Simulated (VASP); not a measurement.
# Ge (Fd-3m) in VASP: band structure with PBE

Aim: the band structure of Ge with PBE.

Everything below comes from runs of VASP 6.6.1. Logs are shortened: lines on timing, memory, paths and dates and some standing lists are left out, and cuts for length are marked.

**Measured values to compare with.**

“Electronic and optical properties of SixGe1-x-ySny alloys lattice-matched to Ge”, 2021, arxiv:2109.02782 reports, for a bulk crystal of Ge at 300 K: band gap 0.807 eV (direct).

The runs below are set against these values where they give the same quantity.

### 1 The crystal as given

The structure is cubic, space group Fd-3m (No. 227). Conventional cell: a = 5.758 Å, b = 5.758 Å, c = 5.758 Å, α = 90.00°, β = 90.00°, γ = 90.00°. Ge (site symmetry -43m) has 4 Ge at 2.49 Å as nearest neighbours.

### 2 Band structure, PBE

The input, POSCAR:

```
Ge                                      
1.0
    0.0000000000      2.8790271064      2.8790271064
    2.8790271064      0.0000000000      2.8790271064
    2.8790271064      2.8790271064      0.0000000000
  Ge            
     2
Direct
     0.0000000000000000    0.0000000000000000    0.0000000000000000
     0.2500000000000000    0.2500000000000000    0.2500000000000000
```

The input, INCAR.step1:

```
SYSTEM = Ge
PREC = Accurate
ENCUT = 350
EDIFF = 1E-7
ISMEAR = 0
SIGMA = 0.02
LREAL = .False.
LASPH = .True.
NELM = 100
ALGO = Normal
ISIF = 2
LWAVE = .False.
LCHARG = .True.
GGA = PE
NBANDS = 21
```

The input, KPOINTS.step1:

```
Automatic mesh
0
Gamma
  10 10 10
  0 0 0
```

The input, INCAR.step2:

```
SYSTEM = Ge
PREC = Accurate
ENCUT = 350
EDIFF = 1E-7
ISMEAR = 0
SIGMA = 0.05
LREAL = .False.
LASPH = .True.
NELM = 100
ALGO = Normal
ISIF = 2
LWAVE = .False.
LCHARG = .False.
GGA = PE
NBANDS = 21
ICHARG = 11
```

The input, KPOINTS.step2:

```
path GXWKGLUWLK,UX
20
line-mode
reciprocal
 0.0000000000  0.0000000000  0.0000000000  G
 0.5000000000  0.0000000000  0.5000000000  X

 0.5000000000  0.0000000000  0.5000000000  X
 0.5000000000  0.2500000000  0.7500000000  W

 0.5000000000  0.2500000000  0.7500000000  W
 0.3750000000  0.3750000000  0.7500000000  K

 0.3750000000  0.3750000000  0.7500000000  K
 0.0000000000  0.0000000000  0.0000000000  G

 0.0000000000  0.0000000000  0.0000000000  G
 0.5000000000  0.5000000000  0.5000000000  L

 0.5000000000  0.5000000000  0.5000000000  L
 0.6250000000  0.2500000000  0.6250000000  U

 0.6250000000  0.2500000000  0.6250000000  U
 0.5000000000  0.2500000000  0.7500000000  W

 0.5000000000  0.2500000000  0.7500000000  W
 0.5000000000  0.5000000000  0.5000000000  L

 0.5000000000  0.5000000000  0.5000000000  L
 0.3750000000  0.3750000000  0.7500000000  K

 0.6250000000  0.2500000000  0.6250000000  U
 0.5000000000  0.0000000000  0.5000000000  X
```

Potentials or basis: VASP PAW PBE potentials, release 64 (Ge_d).

Command:

```console
> cat potpaw_PBE.64/Ge_d/POTCAR > POTCAR
> cp INCAR.step1 INCAR
> cp KPOINTS.step1 KPOINTS
> mpirun -np 1 vasp_std > vasp.out
> cp INCAR.step2 INCAR
> cp KPOINTS.step2 KPOINTS
> mpirun -np 1 vasp_std > vasp.out
```

OUTCAR:

```text
SYSTEM = Ge
   PREC = Accurate
   ENCUT = 350
   EDIFF = 1E-7
   ISMEAR = 0
   LREAL = .False.
   LASPH = .True.
   NELM = 100
   ISIF = 2
   GGA = PE
   ICHARG = 11

 ion  position               nearest neighbor table
   1  0.000  0.000  0.000-   2 2.49   2 2.49   2 2.49   2 2.49
   2  0.250  0.250  0.250-   1 2.49   1 2.49   1 2.49   1 2.49

  LATTYP: Found a face centered cubic cell.
 ALAT       =     5.7580542128

  Lattice vectors:

 A1 = (   0.0000000000,   2.8790271064,   2.8790271064)
 A2 = (   2.8790271064,   0.0000000000,   2.8790271064)
 A3 = (   2.8790271064,   2.8790271064,   0.0000000000)

Analysis of symmetry for initial positions (statically):
=====================================================================
 Subroutine PRICEL returns:
 Original cell was already a primitive cell.

 Routine SETGRP: Setting up the symmetry group for a
 face centered cubic supercell.

 Subroutine GETGRP returns: Found 48 space group operations
 (whereof 24 operations were pure point group operations)
 out of a pool of 48 trial point group operations.

The static configuration has the point symmetry T_d .
 The point group associated with its full space group is O_h .

Analysis of symmetry for dynamics (positions and initial velocities):
=====================================================================
 Subroutine PRICEL returns:
 Original cell was already a primitive cell.

 Routine SETGRP: Setting up the symmetry group for a
 face centered cubic supercell.

 Subroutine GETGRP returns: Found 48 space group operations
 (whereof 24 operations were pure point group operations)
 out of a pool of 48 trial point group operations.

The dynamic configuration has the point symmetry T_d .
 The point group associated with its full space group is O_h .

 Subroutine INISYM returns: Found 48 space group operations
 (whereof 24 operations are pure point group operations),
 and found     1 'primitive' translations

----------------------------------------------------------------------------------------

                                     Primitive cell

  volume of cell :      47.7273

  direct lattice vectors                    reciprocal lattice vectors
     0.000000000  2.879027106  2.879027106    -0.173669779  0.173669779  0.173669779
[... 70 lines left out ...]
 SYSTEM =  Ge
   PREC   = accura    normal or accurate (medium, high low for compatibility)
   ISTART =      0    job   : 0-new  1-cont  2-samecut
   ICHARG =     11    charge: 1-file 2-atom 10-const
   ISPIN  =      1    spin polarized calculation?
   LNONCOLLINEAR =      F non collinear calculations
   LSORBIT =      F    spin-orbit coupling
   LASPH  =      T    aspherical Exc in radial PAW
   ENCUT  =  350.0 eV  25.72 Ry    5.07 a.u.   6.21  6.21  6.21*2*pi/ulx,y,z
   NELM   =    100;   NELMIN=  2; NELMDL=  0     # of ELM steps
   EDIFF  = 0.1E-06   stopping-criterion for ELM
   LREAL  =      F    real-space projection
   EDIFFG = 0.1E-05   stopping-criterion for IOM
   NSW    =      0    number of steps for IOM
   IBRION =     -1    ionic relax: 0-MD 1-quasi-New 2-CG
   NFREE  =      0    steps in history (QN), initial steepest desc. (CG)
   ISIF   =      2    stress and relaxation
   ISYM   =      2    0-nonsym 1-usesym 2-fastsym
   POTIM  = 0.5000    time-step for ionic-motion
   TEBEG  =    0.0;   TEEND  =   0.0 temperature during run
   PSTRESS=    0.0 pullay stress
   NELECT =      28.0000    total number of electrons
   NUPDOWN=      -1.0000    fix difference up-down
   EMIN   =  10.00;   EMAX   =-10.00  energy-range for DOS
   EFERMI =   0.00;   METHOD = LEGACY
   ISMEAR =     0;   SIGMA  =   0.05  broadening in eV -4-tet -1-fermi 0-gaus
   EFERMI_NEDOS =   21; number of points for ismear=-14 and -15
   IALGO  =     38    algorithm
   IMIX   =      4    mixing-type and parameters
     AMIX     =   0.40;   BMIX     =  1.00
     AMIX_MAG =   1.60;   BMIX_MAG =  1.00
  volume/ion in A,a.u.               =      23.86       161.04
  Fermi-wavevector in a.u.,A,eV,Ry     =   1.370477  2.589826 25.554561  1.878207
  Thomas-Fermi vector in A             =   2.496260
   LORBIT       =      0    0 simple, 1 ext, 2 COOP (PROOUT), +10 PAW based schemes
   GGA     = PE    functional components
   LHFCALC =     F    Hartree Fock is set to
   AEXX    =    0.0000 exact exchange contribution
   IVDW    =     0    specifies the selected vdW correction
   LEPSILON=     F    determine dielectric tensor
   LRPA    =     F    only Hartree local field effects (RPA)
 non-spin polarized calculation
 Gauss-broadening in eV      SIGMA  =   0.05
  energy-cutoff  :      350.00
  volume of cell :       47.73
 maximum number of plane-waves:       725
 NGX is ok and might be reduce to    28

 number of electron      27.9999983 magnetization

 Free energy of the ion-electron system (eV)
  ---------------------------------------------------
  ext. energy  EPLUGINS =         0.00000000
  ---------------------------------------------------
  free energy    TOTEN  =        -9.13285367 eV

  energy without entropy =       -9.13046515  energy(sigma->0) =       -9.13165941

 E-fermi :   4.4995     XC(G=0):  -9.6767

 val. band max:        4.4889997474   @ k =   0.0000   0.0000   0.0000
 cond. band min:       4.5213895692   @ k =   0.5000   0.5000   0.5000
 fundamental gap:      0.0323898217
 Fermi energy:         4.4994824152

 k-point     1 :       0.0000    0.0000    0.0000
  band No.  band energies     occupation
      1     -20.2377      2.00000
      2     -20.2377      2.00000
      3     -20.2377      2.00000
      4     -20.2052      2.00000
      5     -20.2052      2.00000
      6     -20.0221      2.00000
[... 565 lines left out ...]
     20      15.4484      0.00000
     21      17.0200      0.00000

 [... further k-points ...]
[... 5 lines left out ...]
  --------------------------------------------------------------------------------------
  -------------------------------------------------------------------------------------
  Total        0.7171698      0.7171698      0.7171698      0.0000000      0.0000000      0.0000000
  in kB       24.0749475     24.0749475     24.0749475      0.0000000      0.0000000      0.0000000
  external PRESSURE =      24.0749475 kB  Pullay stress =       0.0000000 kB

 VOLUME and BASIS-vectors are now :
 -----------------------------------------------------------------------------
  energy-cutoff  :      350.00
  volume of cell :       47.73
      direct lattice vectors                 reciprocal lattice vectors
     0.000000000  2.879027106  2.879027106    -0.173669779  0.173669779  0.173669779
     2.879027106  0.000000000  2.879027106     0.173669779 -0.173669779  0.173669779
     2.879027106  2.879027106  0.000000000     0.173669779  0.173669779 -0.173669779

 POSITION                                       TOTAL-FORCE (eV/Angst)
 -----------------------------------------------------------------------------------
      0.00000      0.00000      0.00000         0.000000     -0.000000      0.000000
      1.43951      1.43951      1.43951        -0.000000      0.000000     -0.000000
 -----------------------------------------------------------------------------------
    total drift:                                0.000000     -0.000000      0.000000

  FREE ENERGIE OF THE ION-ELECTRON SYSTEM (eV)
  ---------------------------------------------------
  free  energy   TOTEN  =        -9.1328536666 eV

  energy  without entropy=       -9.1304651485  energy(sigma->0) =       -9.13165941
```

It took 53 s on 1 thread of Intel Xeon 6975P-C (Granite Rapids), shared host; peak memory 0.2 GiB.

What came out:

| Quantity | Value |
| --- | --- |
| Band gap along the path | none (metal or under the smearing width) |

Levels at the corners of the path, in eV from the Fermi level:
```tsv
point	band 11	band 12	band 13	band 14	band 15	band 16	band 17	band 18
Γ	-12.39	-0.44	-0.01	-0.01	-0.01	2.53	2.53	2.53
X	-8.70	-8.70	-2.90	-2.90	0.81	0.81	9.08	9.08
X	-8.70	-8.70	-2.90	-2.90	0.81	0.81	9.08	9.08
W	-8.62	-8.62	-3.66	-3.66	4.11	4.11	4.68	4.68
W	-8.62	-8.62	-3.66	-3.66	4.11	4.11	4.68	4.68
K	-9.16	-8.13	-4.07	-2.48	1.19	3.97	6.89	7.12
K	-9.16	-8.13	-4.07	-2.48	1.19	3.97	6.89	7.12
Γ	-12.39	-0.44	-0.01	-0.01	-0.01	2.53	2.53	2.53
Γ	-12.39	-0.44	-0.01	-0.01	-0.01	2.53	2.53	2.53
L	-10.42	-7.37	-1.33	-1.33	0.03	3.71	3.71	7.10
L	-10.42	-7.37	-1.33	-1.33	0.03	3.71	3.71	7.10
U	-9.16	-8.13	-4.07	-2.48	1.19	3.97	6.89	7.12
U	-9.16	-8.13	-4.07	-2.48	1.19	3.97	6.89	7.12
W	-8.62	-8.62	-3.66	-3.66	4.11	4.11	4.68	4.68
W	-8.62	-8.62	-3.66	-3.66	4.11	4.11	4.68	4.68
L	-10.42	-7.37	-1.33	-1.33	0.03	3.71	3.71	7.10
L	-10.42	-7.37	-1.33	-1.33	0.03	3.71	3.71	7.10
K	-9.16	-8.13	-4.07	-2.48	1.19	3.97	6.89	7.12
U	-9.16	-8.13	-4.07	-2.48	1.19	3.97	6.89	7.12
X	-8.70	-8.70	-2.90	-2.90	0.81	0.81	9.08	9.08
```

Caveat: the cutoff is under 1.25 times the usual one of these potentials, so pressure, stress and relaxed cells hold a basis-set (Pulay) error; the log is that of the step along the path at fixed density, whose energy, stress, charges and moments have no meaning; this crystal is a semiconductor, whose small gap the functional closes, so the metal is an error of the method.

### 3 How close it comes

Step 2. Measured gap of Ge: 0.807 eV (direct; 300 K; “Electronic and optical properties of SixGe1-x-ySny alloys lattice-matched to Ge”, 2021, arxiv:2109.02782). This calculation gives 0.00 eV (-0.81 eV). 3 values of this kind are on record (0.666 to 0.807 eV); this one was drawn at random among those near their median. Spin-orbit coupling on Ge is left out. The value is that of PBE, without temperature or zero-point motion. Semilocal functionals fall short of measured gaps as a rule.
